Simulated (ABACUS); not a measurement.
GaN:

```
CELL_PARAMETERS angstrom
3.18000 0.00000 0.00000
-1.59000 2.75396 0.00000
0.00000 0.00000 5.16600
ATOMIC_POSITIONS crystal
Ga 0.66667 0.33333 0.50000
Ga 0.33333 0.66667 0.00000
N 0.66667 0.33333 0.87500
N 0.33333 0.66667 0.37500
```

```yaml
Program: ABACUS 3.10.1
Task: relaxation of cell and atoms
Functional: LDA-PW92
Potentials_or_basis: GBRV ultrasoft 1.5 LDA
Cutoff: 544 eV
Density_cutoff: 4354 eV
Basis: plane waves
k_mesh: 8 × 8 × 4
Occupations: fermi-dirac, width 0.05 eV
Spin: no spin polarisation
```

At the start: pressure -4.5 GPa; volume 11.31 Å³/atom.

Q: How do energy, volume and symmetry change on relaxing?

A: Over 7 steps the energy falls by 4.4 meV/atom and the volume is 11.04 Å³/atom (-2.4 %); space group P6_3mc (No. 186, to 0.05 Å).

The path:
```csv
step,energy change (eV),largest force (eV/Å),pressure (GPa),volume (Å³)
1,0.0000,0.1258,-4.53,45.24
2,0.0010,0.1068,5.32,43.10
3,-0.0176,0.0147,0.05,44.16
4,-0.0176,0.0323,-0.01,44.18
5,-0.0176,0.0051,0.06,44.16
6,-0.0176,0.0128,-0.07,44.18
7,-0.0176,0.0156,-0.03,44.17
```

Final structure:
```xyz
4
Lattice="3.1506 0.0000 0.0000 -1.5753 2.7285 0.0000 0.0000 0.0000 5.1380" Properties=species:S:1:pos:R:3 pbc="T T T"
Ga    1.5753    0.9095    2.5660
Ga    0.0000    1.8190    5.1350
N     1.5753    0.9095    4.4987
N     0.0000    1.8190    1.9297
```

Caveat: there are fewer bands than atomic start orbitals, so a level may be missed at k points of high symmetry.
